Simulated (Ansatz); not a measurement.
Trigonal deformation path in ScAl3

The calculation used Ansatz, DFT PBEsol, scalar-relativistic, plane waves, PAW. Cutoff 420 eV, Γ-centred 14×14×14 k-points, Gaussian smearing of 0.15 eV. No spin polarisation. Energies are free energies at this smearing, counted from the undisturbed cell; pressure is positive in compression.

The undisturbed cell (relaxed at this level; it needn't be the usual structure):

```
Sc Al
1.0
     4.07130    0.00000    0.00000
     0.00000    4.07130    0.00000
     0.00000    0.00000    4.07130
Sc Al
1 3
Direct
  0.00000 0.00000 0.00000
  0.50000 0.00000 0.50000
  0.00000 0.50000 0.50000
  0.50000 0.50000 0.00000
```

At fixed volume and fractional coordinates, lengths along (0.577, 0.577, 0.577) are scaled against those across it; ρ is that ratio over its starting value. The cell is metallic on the mesh throughout. At ρ = 0.500 the cell becomes cubic (Im-3m), and there the slope of the energy vanishes by symmetry.

| ρ | ΔE (meV/atom) |
| --- | --- |
| 0.500 | 1143.6 |
| 0.600 | 950.0 |
| 0.710 | 552.0 |
| 0.850 | 138.8 |
| 0.930 | 28.3 |
| 1.000 | 0.0 |
| 1.080 | 32.7 |
| 1.200 | 184.2 |
| 1.410 | 660.5 |
| 1.700 | 1597.7 |
| 2.000 | 2744.0 |

(1) Predict the pressure (GPa) at each point.

## Answers

(1)
| ρ | pressure (GPa) |
| --- | --- |
| 0.500 | 18.5 |
| 0.600 | 16.1 |
| 0.710 | 10.6 |
| 0.850 | 3.2 |
| 0.930 | 0.7 |
| 1.000 | 0.0 |
| 1.080 | 0.9 |
| 1.200 | 5.0 |
| 1.410 | 17.6 |
| 1.700 | 38.8 |
| 2.000 | 61.5 |

Cost: 11 runs of about 2 core-minutes in all, on Arm Neoverse V2 (shared hosts).